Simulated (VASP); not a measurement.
# BN: convergence, band structure

BN, P6_3mc (no. 186), 4 atoms in the cell. LDA; PAW potentials N, B (LDA set). VASP 6.6.1.

Wanted: band energies at the path's corners within 0.1 eV; smallest gap over path and mesh within 0.05 eV.

What the run is for: bands; Accuracy asked: screening; Route: KPOINTS_OPT.

Band energies at the path's corners: counted from the valence top.

POSCAR:
```
BN
1.0
    2.5539396017      0.0000000000      0.0000000000
   -1.2769698009      2.2117765748      0.0000000000
    0.0000000000      0.0000000000      4.2268550000
N B
2 2
Direct
    0.3333333333      0.6666666667      0.1252760000
    0.6666666667      0.3333333333      0.6252760000
    0.3333333333      0.6666666667      0.4997240000
    0.6666666667      0.3333333333      0.9997240000
```

The series start from Plane-wave cutoff (eV): 460; k-point mesh: 8 × 8 × 4; k points a path segment: 12; Electronic threshold (eV): 1e-6; Precision mode (PREC): Accurate; Bands in all (NBANDS): 22. Each series keeps the choices made before it, and each single choice may use up half of a tolerance.

## Plane-wave cutoff (eV)

| Plane-wave cutoff (eV) | Band energies at the path's corners, largest deviation (eV) | Smallest gap over path and mesh (eV) | Time (s) |
|---|---|---|---|
| 320 | 0.07 | 5.009 | 11 |
| 400 | 0.03 | 4.942 | 16 |
| 460 | 0.00 | 4.965 | 19 |
| 520 | 0.00 | 4.964 | 19 |
| 640 (reference) | 0.00 | 4.964 | 25 |

## k-point mesh

| k-point mesh | Band energies at the path's corners, largest deviation (eV) | Smallest gap over path and mesh (eV) | Time (s) |
|---|---|---|---|
| 3 × 3 × 2 | 0.07 | 4.881 | 12 |
| 4 × 4 × 2 | 0.02 | 4.924 | 13 |
| 5 × 5 × 3 | 0.01 | 4.937 | 15 |
| 6 × 6 × 4 | 0.00 | 4.941 | 17 |
| 8 × 8 × 4 | 0.00 | 4.942 | 16 |
| 10 × 10 × 5 | 0.00 | 4.942 | 20 |
| 12 × 12 × 7 (reference) | 0.00 | 4.942 | 28 |

## Electronic threshold (eV)

| Electronic threshold (eV) | Band energies at the path's corners, largest deviation (eV) | Smallest gap over path and mesh (eV) | Time (s) |
|---|---|---|---|
| 0.001 | 0.00 | 4.923 | 6.0 |
| 0.0001 | 0.00 | 4.923 | 6.4 |
| 1e-5 | 0.00 | 4.924 | 6.4 |
| 1e-6 | 0.00 | 4.924 | 7.3 |
| 1e-7 (reference) | 0.00 | 4.924 | 7.6 |

## Precision mode (PREC)

| Precision mode (PREC) | Band energies at the path's corners, largest deviation (eV) | Smallest gap over path and mesh (eV) | Time (s) |
|---|---|---|---|
| SingleN | 0.00 | 4.923 | 3.1 |
| Normal | 0.00 | 4.923 | 3.1 |
| Accurate (reference) | 0.00 | 4.923 | 6.0 |

## Bands in all (NBANDS)

| Bands in all (NBANDS) | Band energies at the path's corners, largest deviation (eV) | Smallest gap over path and mesh (eV) | Time (s) |
|---|---|---|---|
| 10 | 0.25 | 4.918 | 1.7 |
| 11 | 0.03 | 4.919 | 1.9 |
| 12 | 0.01 | 4.919 | 1.9 |
| 14 | 0.00 | 4.921 | 2.0 |
| 22 | 0.00 | 4.923 | 3.1 |
| 32 (reference) | 0.00 | 4.920 | 4.1 |

## Question

The rows run from the loosest to the tightest. For each series: choose the loosest value from which every tighter one stays within half of the tolerance.

## Answer

- Plane-wave cutoff (eV): 400
- k-point mesh: 4 × 4 × 2
- Electronic threshold (eV): 0.001
- Precision mode (PREC): SingleN
- Bands in all (NBANDS): 11

Also changed on the way, by series that aren't shown: k points a path segment: 5.

## All choices together

| Input | Band energies at the path's corners, largest deviation (eV) | Smallest gap over path and mesh (eV) | Time (s) |
|---|---|---|---|
| the program's defaults (naive) | 0.03 | 4.939 | 5.3 |
| chosen settings | 0.05 | 4.919 | 1.9 |
| reference settings throughout | 0.00 | 4.965 | 104 |

The tolerance is met.

## The input

INCAR:
```
GGA = CA
ISMEAR = 0
SIGMA = 0.03
LWAVE = F
LCHARG = F
NBANDS = 11
PREC = SingleN
LASPH = T
LREAL = F
ALGO = Normal
EDIFF = 0.001
NELM = 120
GGA_COMPAT = F
ENCUT = 400
EFERMI = MIDGAP
```

KPOINTS:
```
Automatic mesh
0
Gamma
  4 4 2
  0 0 0
```

KPOINTS_OPT:
```
path GMKGALHA,LM,KH
5
line-mode
reciprocal
 0.0000000000  0.0000000000  0.0000000000  G
 0.5000000000  0.0000000000  0.0000000000  M

 0.5000000000  0.0000000000  0.0000000000  M
 0.3333333333  0.3333333333  0.0000000000  K

 0.3333333333  0.3333333333  0.0000000000  K
 0.0000000000  0.0000000000  0.0000000000  G

 0.0000000000  0.0000000000  0.0000000000  G
 0.0000000000  0.0000000000  0.5000000000  A

 0.0000000000  0.0000000000  0.5000000000  A
 0.5000000000  0.0000000000  0.5000000000  L

 0.5000000000  0.0000000000  0.5000000000  L
 0.3333333333  0.3333333333  0.5000000000  H

 0.3333333333  0.3333333333  0.5000000000  H
 0.0000000000  0.0000000000  0.5000000000  A

 0.5000000000  0.0000000000  0.5000000000  L
 0.5000000000  0.0000000000  0.0000000000  M

 0.3333333333  0.3333333333  0.0000000000  K
 0.3333333333  0.3333333333  0.5000000000  H
```

Commands:
```
cat potpaw_LDA.64/N/POTCAR potpaw_LDA.64/B/POTCAR > POTCAR
mpirun -np 1 vasp_std > vasp.out
```

The naive input happens to agree within the tolerance here, in 5.3 s.

Limits: LDA gaps are mostly well below measured ones.

The chosen input took VASP 6.6.1 1.9 s on 1 core (Intel Xeon 6975P-C (Granite Rapids)), a shared host.

## An input that fails: fixed density asked without a density file

VASP's message: ERROR: charge density could not be read from file CHGCAR for ICHARG>10.

Changes against the starting input:
```
- NELM = 120
+ NELM = 59
+ ICHARG = 11
```
